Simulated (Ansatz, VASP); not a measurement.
**Cross-check of Ta16N16F (F on TaN(001)) between VASP and Ansatz**

Wanted: the spread between two codes on one cell, functional and k mesh. The cell is taken from a series of runs on this material, whose earlier steps may have relaxed, scaled, displaced or heated it; both programs get it as it stands.

Main program and level: Ansatz 0.2.0; plane waves, with VASP 6.6.1 beside it; single point at PBEsol.

### 1. The starting structure

The cell holds 33 atoms: 16 Ta, 16 N and 1 F. Cell: a = 6.194 Å, b = 6.194 Å, c = 24.420 Å, α = 90.0°, β = 90.0°, γ = 90.0°. It derives from TaN. Vacuum lies along c.

Structure file:

```cif
data_structure
_symmetry_space_group_name_H-M 'P 1'
_symmetry_Int_Tables_number 1
_cell_length_a 6.1943
_cell_length_b 6.1943
_cell_length_c 24.4200
_cell_angle_alpha 90.000
_cell_angle_beta 90.000
_cell_angle_gamma 90.000
_cell_volume 936.97
loop_
_atom_site_label
_atom_site_type_symbol
_atom_site_fract_x
_atom_site_fract_y
_atom_site_fract_z
_atom_site_occupancy
Ta1 Ta 0.00000 0.00000 0.32760 1
Ta2 Ta 0.00000 0.50000 0.32760 1
Ta3 Ta 0.50000 0.00000 0.32760 1
Ta4 Ta 0.50000 0.50000 0.32760 1
Ta5 Ta 0.25000 0.25000 0.41728 1
Ta6 Ta 0.25000 0.75000 0.41728 1
Ta7 Ta 0.75000 0.25000 0.41728 1
Ta8 Ta 0.75000 0.75000 0.41728 1
Ta9 Ta 0.00443 0.00443 0.51325 1
Ta10 Ta 0.00443 0.49557 0.51325 1
Ta11 Ta 0.49557 0.00443 0.51325 1
Ta12 Ta 0.49557 0.49557 0.51325 1
Ta13 Ta 0.25000 0.25000 0.60172 1
Ta14 Ta 0.25000 0.75000 0.59407 1
Ta15 Ta 0.75000 0.25000 0.59407 1
Ta16 Ta 0.75000 0.75000 0.59343 1
N17 N 0.25000 0.25000 0.32760 1
N18 N 0.25000 0.75000 0.32760 1
N19 N 0.75000 0.25000 0.32760 1
N20 N 0.75000 0.75000 0.32760 1
N21 N 0.00000 0.00000 0.41728 1
N22 N 0.00000 0.50000 0.41728 1
N23 N 0.50000 0.00000 0.41728 1
N24 N 0.50000 0.50000 0.41728 1
N25 N 0.25000 0.25000 0.50705 1
N26 N 0.25000 0.75000 0.50825 1
N27 N 0.75000 0.25000 0.50825 1
N28 N 0.75000 0.75000 0.50815 1
N29 N 0.99692 0.99692 0.60540 1
N30 N 0.99692 0.50308 0.60540 1
N31 N 0.50308 0.99692 0.60540 1
N32 N 0.50308 0.50308 0.60540 1
F33 F 0.25000 0.25000 0.68032 1
```

### 2. VASP: single point, PBEsol

With cell and atoms fixed, the geometry can't cause a difference; cores, projectors, grids and the points listed under the comparison can.

Lines of VASP's logs that name or quote its potential files are left out, and so is its time.

The input, INCAR:

```
SYSTEM = Ta16N16F
PREC = Accurate
ENCUT = 520
EDIFF = 1E-06
NELM = 100
ISMEAR = 1
SIGMA = 0.1
LREAL = Auto
ALGO = Fast
GGA = PS
NBANDS = 160
LASPH = .TRUE.
LORBIT = 11
LWAVE = .FALSE.
LCHARG = .FALSE.
NCORE = 8
ISIF = 0
LDIPOL = .TRUE.
IDIPOL = 3
DIPOL = 0.5 0.5 0.47
LVHAR = .TRUE.
```

The input, POSCAR:

```
Ta16N16F
1.0
    6.1942554030      0.0000000000      0.0000000000
    0.0000000000      6.1942554030      0.0000000000
    0.0000000000      0.0000000000     24.4200000000
Ta N F
16 16 1
Direct
    0.0000000000      0.0000000000      0.3276003280
    0.0000000000      0.5000000000      0.3276003280
    0.5000000000      0.0000000000      0.3276003280
    0.5000000000      0.5000000000      0.3276003280
    0.2500000000      0.2500000000      0.4172809170
    0.2500000000      0.7500000000      0.4172809170
    0.7500000000      0.2500000000      0.4172809170
    0.7500000000      0.7500000000      0.4172809170
    0.0044323922      0.0044323922      0.5132466965
    0.0044323922      0.4955676078      0.5132466965
    0.4955676078      0.0044323922      0.5132466965
    0.4955676078      0.4955676078      0.5132466965
    0.2500000000      0.2500000000      0.6017166255
    0.2500000000      0.7500000000      0.5940749598
    0.7500000000      0.2500000000      0.5940749598
    0.7500000000      0.7500000000      0.5934280653
    0.2500000000      0.2500000000      0.3276003280
    0.2500000000      0.7500000000      0.3276003280
    0.7500000000      0.2500000000      0.3276003280
    0.7500000000      0.7500000000      0.3276003280
    0.0000000000      0.0000000000      0.4172809170
    0.0000000000      0.5000000000      0.4172809170
    0.5000000000      0.0000000000      0.4172809170
    0.5000000000      0.5000000000      0.4172809170
    0.2500000000      0.2500000000      0.5070520200
    0.2500000000      0.7500000000      0.5082456880
    0.7500000000      0.2500000000      0.5082456880
    0.7500000000      0.7500000000      0.5081499192
    0.9969228157      0.9969228157      0.6054004653
    0.9969228157      0.5030771843      0.6054004653
    0.5030771843      0.9969228157      0.6054004653
    0.5030771843      0.5030771843      0.6054004653
    0.2500000000      0.2500000000      0.6803181892
```

The input, KPOINTS:

```
Automatic mesh
0
Gamma
4 4 1
0 0 0
```

The projector-augmented-wave data sets are Ta_pv, N and F (PBE family, release 64).

Launch:

```console
$ mpirun -np 8 vasp_std
```

Numbers of over 12 decimals in the logs are rounded to 6 here.

The log of the run:

```text
[banner, memory and clock lines left out]
running    8 mpi-ranks, on    1 nodes
[...]
|                                                                             |
|           W    W    AA    RRRRR   N    N  II  N    N   GGGG   !!!           |
|           W    W   A  A   R    R  NN   N  II  NN   N  G    G  !!!           |
|           W    W  A    A  R    R  N N  N  II  N N  N  G       !!!           |
|           W WW W  AAAAAA  RRRRR   N  N N  II  N  N N  G  GGG   !            |
|           WW  WW  A    A  R   R   N   NN  II  N   NN  G    G                |
|           W    W  A    A  R    R  N    N  II  N    N   GGGG   !!!           |
|                                                                             |
|     For optimal performance we recommend to set                             |
|       NCORE = 2 up to number-of-cores-per-socket                            |
|     NCORE specifies how many cores store one orbital (NPAR=cpu/NCORE).      |
|     This setting can greatly improve the performance of VASP for DFT.       |
[...]
|                                                                             |
|     You enforced a specific xc type in the INCAR file but a different       |
|     [... a line on the potential file left out ...]
|     I HOPE YOU KNOW WHAT YOU ARE DOING!                                     |
|                                                                             |

 LDA part: xc-table for (Slater+PW92), standard interpolation
 POSCAR, INCAR and KPOINTS ok, starting setup
[...]
entering main loop
       N       E                     dE             d eps       ncg     rms          rms(c)
DAV:   1     0.260663664157E+04    0.26066E+04   -0.14246E+05  2264   0.149E+03
DAV:   2    -0.190243101462E+03   -0.27969E+04   -0.27407E+04  2296   0.417E+02
DAV:   3    -0.408901958183E+03   -0.21866E+03   -0.21442E+03  2280   0.109E+02
DAV:   4    -0.420426015253E+03   -0.11524E+02   -0.11352E+02  2496   0.236E+01
[...]
RMM:  30    -0.370604405646E+03   -0.37590E-05   -0.13983E-06   944   0.751E-04    0.453E-04
RMM:  31    -0.370604407133E+03   -0.14872E-05   -0.87395E-07   856   0.646E-04    0.196E-04
RMM:  32    -0.370604407741E+03   -0.60747E-06   -0.46886E-07   858   0.610E-04
   1 F= -.37060441E+03 E0= -.37059990E+03  d E =-.135212E-01
```

Parts of OUTCAR (step 2):

```text
 POSITION                                       TOTAL-FORCE (eV/Angst)
 -----------------------------------------------------------------------------------
      0.00000      0.00000      8.00000         0.077151      0.077151      2.043969
      0.00000      3.09713      8.00000         0.077151     -0.077151      2.043969
      3.09713      0.00000      8.00000        -0.077151      0.077151      2.043969
      3.09713      3.09713      8.00000        -0.077151     -0.077151      2.043969
      1.54856      1.54856     10.19000         0.000000      0.000000     -0.959602
      1.54856      4.64569     10.19000         0.000000     -0.000000     -1.129619
      4.64569      1.54856     10.19000         0.000000      0.000000     -1.129619
      4.64569      4.64569     10.19000         0.000000     -0.000000     -0.691937
      0.02746      0.02746     12.53348         0.002173      0.002173      0.000824
      0.02746      3.06967     12.53348         0.002173     -0.002173      0.000824
      3.06967      0.02746     12.53348        -0.002173      0.002173      0.000824
      3.06967      3.06967     12.53348        -0.002173     -0.002173      0.000824
      1.54856      1.54856     14.69392         0.000000      0.000000      0.009445
      1.54856      4.64569     14.50731         0.000000     -0.000000      0.008666
[...]
-----------------------------------------------------------------------------------
    total drift:                                0.000000      0.000000     -0.006129

  FREE ENERGIE OF THE ION-ELECTRON SYSTEM (eV)
  ---------------------------------------------------
  free  energy   TOTEN  =      -370.6044077409 eV

  energy  without entropy=     -370.5908864954  energy(sigma->0) =     -370.59990066

[... 3 further parts left out ...]
[key lines of the parts left out:]
E-fermi :   0.8493
```

(Continued in part 2 of 2.)

[Lines on the potential files, build, host, timing and source positions are cut from VASP's logs without a mark.]

[Logs are printed without paths, hosts, clocks, repeated set-up lines and the standing remarks that a program may print on its own settings, such as how far it seeks lower states.]

[Hosts, paths, dates, database ids (printed as entryN), source tags and the programs' standing remarks are cut or masked in the printed files.]
